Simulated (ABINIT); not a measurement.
Input of an ABINIT 10.8.3 (patched build) run:

run.abi

```
# Pseudopotentials
pp_dirpath "./"
pseudos "Zr.upf, C.upf"

# Structure
acell 3.344615075 3.344615075 3.344615075 Angstrom
rprim
     0.0000000000     0.7071067812     0.7071067812
     0.7071067812     0.0000000000     0.7071067812
     0.7071067812     0.7071067812     0.0000000000
ntypat 2
znucl 40 6
natom 2
typat 1 2
xcart
     4.4796065877     4.4538148213     4.4068703205
     0.0753328737     0.0475478431    -0.0699921770
chkprim 0
chksymtnons 0
tolsym 1.0e-6

# Plane-wave basis
ecut 41.0

# k points
kptopt 1
ngkpt 10 10 10
nshiftk 1
shiftk 0.0 0.0 0.0

# Exchange and correlation
ixc -116133

# Bands and occupations
nband 12
occopt 3
tsmear 0.05 eV

# SCF cycle
nstep 100
tolvrs 1.0e-10

# Output
iomode 3
prtwf 0
prtden 0
prteig 0
prtebands 0
```

Potentials or basis: PseudoDojo NC SR PBEsol v0.4.1 standard.

Run with:

```bash
$ abinit run.abi > log 2>&1
```

Problem. Predict the band gap on the k mesh.

Solution. None (metal or under the smearing width).

Problem. Predict the largest force.

Solution. 0.313 eV/Å.

Problem. Estimate the pressure.

Solution. -8.1 GPa.

Stress tensor (GPa, compression positive):
```
-8.03 -0.14  0.02
-0.14 -8.04  0.02
 0.02  0.02 -8.29
```
